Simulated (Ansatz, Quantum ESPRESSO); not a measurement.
# NaH (Fm-3m): phonons by linear response

How does NaH (Fm-3m) vibrate, and is this structure a minimum?

Main program and level: Quantum ESPRESSO 7.5; DFT PBE, scalar-relativistic, plane waves, SSSP efficiency pseudopotentials.

**1. Starting point**

It takes space group Fm-3m (No. 225, cubic). Conventional cell: a = 4.880 Å, b = 4.880 Å, c = 4.880 Å, α = 90.00°, β = 90.00°, γ = 90.00°. Na has 6 H at 2.44 Å nearest. Nearest to H lie 6 Na at 2.44 Å. Farther neighbours are not listed.

**2. A first look**

A cheap run with smearing and empty bands tells whether the crystal has a gap, which decides between fixed occupations and smearing later on.

probe.in

```
&CONTROL
  calculation = 'scf'
  prefix      = 'x'
  outdir      = './tmp'
  pseudo_dir  = './pseudo'
  tprnfor     = .true.
  tstress     = .true.
  verbosity   = 'high'
/
&SYSTEM
  ibrav       = 2
  celldm(1)   = 9.22186349
  nat         = 2
  ntyp        = 2
  ecutwfc     = 60.0
  ecutrho     = 480.0
  occupations = 'smearing'
  smearing    = 'gaussian'
  degauss     = 0.01
/
&ELECTRONS
  conv_thr         = 1.0d-07
  mixing_beta      = 0.7
  electron_maxstep = 100
/
ATOMIC_SPECIES
 Na     22.9898  Na.upf
 H       1.0080  H.upf
ATOMIC_POSITIONS crystal
 Na     0.000000000   0.000000000   0.000000000
 H      0.500000000   0.500000000   0.500000000
K_POINTS automatic
 6 6 6 0 0 0
```

Run with:

```bash
$ OMP_NUM_THREADS=1 mpirun -n 4 pw.x -nk 4 -in probe.in > probe.out
```

The runs that follow: relaxation; ground state; linear response on the mesh; fourier transform to real space; dispersion; density of states; modes with the sum rule; sum rules set otherwise (asr no); sum rules set otherwise: a sum rule for molecules or wires on a crystal; modes along a direction of q (1 0 0); the dispersion under another sum rule (asr all); A second program; the two compared: QE SSSP and Ansatz, PseudoDojo. Settings of the main run: cutoff 60 Ry, 8×8×8 k-mesh, fixed occupations, response threshold 1.00e-18, field response on, 4×4×4 q-mesh.

Before running: what should come out for the highest optical zone-centre mode and highest mode moved by the LO-TO term?

NaH (Fm-3m) is dynamically stable on the 4×4×4 mesh; its spectrum reaches 888 cm⁻¹. At the PBE level the optical modes of NaH (Fm-3m) at the zone centre (no LO-TO term) lie at 492 cm⁻¹. Along the directions run, the highest mode that the macroscopic field moves lies at 888 cm⁻¹.

```
volume per atom                                                    : 14.1 Å³
gap on the k-mesh                                                  : 3.76 eV
highest optical zone-centre mode (no LO-TO term)                   : 492.5 cm⁻¹
highest mode moved by the LO-TO term                               : 888.1 cm⁻¹
mean high-frequency dielectric constant                            : 3.13
largest Born charge in size (third of the trace)                   : 0.975 e
mean static dielectric constant                                    : 10.2
lowest mode on the q mesh (acoustic ones at the zone centre apart) : 89.2 cm⁻¹
heat capacity at 300 K                                             : 17.3 J/(mol atoms K)
imaginary modes on the q mesh                                      : none
largest difference from Ansatz, PseudoDojo                         : 2.03 cm⁻¹
```

Lattice motion raises the mean dielectric constant from 3.132 to 10.19. The Lyddane-Sachs-Teller relation holds: (ωLO/ωTO)² is 3.25 and ε₀/ε∞ is 3.25. QE SSSP and Ansatz, PseudoDojo differ by 1.2 cm⁻¹ in the root mean square and by 2.0 cm⁻¹ at most, 0.2 % of the highest mode compared (acoustic modes at Γ left out; ph.x's values are those before the sum rule); the two use different potentials, and the cell was not relaxed for the second set. These are harmonic frequencies at zero temperature: anharmonic shifts and linewidths and thermal expansion are left out.

[Host names and launcher messages were left out of these logs when they were recorded.]

[Logs are printed without paths, hosts, clocks, repeated set-up lines and the standing remarks that a program may print on its own settings, such as how far it seeks lower states.]

[Hosts, paths, dates, database ids (printed as entryN), source tags and the programs' standing remarks are cut or masked in the printed files.]
